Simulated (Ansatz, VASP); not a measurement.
**AgCl: VASP beside Ansatz**

INCAR

```
ALGO     = Normal         # electronic algorithm
EDIFF    = 1E-7           # SCF threshold, eV
ENCUT    = 520            # plane-wave cutoff, eV
GGA      = PE             # functional
ISIF     = 2              # what is computed and relaxed
ISMEAR   = -1             # smearing method
LASPH    = T              # aspherical terms in the spheres
LCHARG   = F              # write CHGCAR
LREAL    = F              # projectors in reciprocal space
LWAVE    = F              # write WAVECAR
NBANDS   = 16             # bands
NELM     = 80             # most SCF steps
PREC     = Accurate       # precision mode
SIGMA    = 0.02           # smearing width, eV
```

File KPOINTS:

```
k-points
0
Gamma
  8 8 8
```

POSCAR

```
AgCl
1.0
    0.0554630000      2.8008815000      2.8008815000
    2.8008815000      0.0554630000      2.8008815000
    2.8008815000      2.8008815000      0.0554630000
Ag Cl
1 1
Direct
    0.5000000000      0.5000000000      0.5000000000
    0.0000000000      0.0000000000      0.0000000000
```

Input for Ansatz:

```yaml
crystal:
  lattice:
    - [0.055463, 2.8008815, 2.8008815]
    - [2.8008815, 0.055463, 2.8008815]
    - [2.8008815, 2.8008815, 0.055463]
  atoms:
    - { symbol: Ag, position: [0.5, 0.5, 0.5] }
    - { symbol: Cl, position: [0.0, 0.0, 0.0] }
kpoints:
  mp_grid: { grid: [8, 8, 8] }
  band_path:
    path:
      - [0.0, 0.0, 0.0]
      - [0.5, 0.5, 0.5]
      - [0.2451701269, 0.5, 0.7548298731]
      - [-0.2451701269, 0.2451701269, 0.5]
      - [0.0, 0.0, 0.5]
      - [0.0, 0.0, 0.0]
      - [-0.3725850634, 0.0, 0.3725850634]
      - [0.0, 0.3725850634, 0.6274149366]
      - [0.0, 0.5, 0.5]
    npoints: 5
scf:
  occupations: { method: fermi_dirac, width: 0.02 }
hamiltonian:
  xc: pbe
  pseudopotentials: { kind: all_electron, lapw: { basis_error: 0.0005 } }
output:
  forces: true
  stress: true
  eigenvalues: true
```

Change from the starting cell: equal xy, yz and zx shear strains of +2 %.

Alike in both runs: task single point; functional PBE; k mesh 8 × 8 × 8; occupations fermi-dirac, width 0.02 eV; no spin polarisation.

|  | VASP | Ansatz |
| --- | --- | --- |
| version | VASP 6.6.1 | Ansatz 0.2.0 |
| potentials or method | VASP PAW PBE potentials, release 64 (Ag, Cl) | all-electron LAPW, scalar-relativistic |
| plane-wave cutoff (eV) | 520 | see its input |

VASP gave:

```
gap on the k mesh at the Fermi level (eV)       : 0.88
pressure (GPa)                                  : 1.5
largest component of the traceless stress (GPa) : 0.11
```

Problem. What did Ansatz give for the same quantities?

Solution. gap on the k mesh at the Fermi level (eV): 0.88; pressure (GPa): 1.6; largest component of the traceless stress (GPa): 0.11.

Ansatz ran all-electron here, so the differences hold the error of VASP's frozen core and of both bases.

A k mesh can miss the band edges.
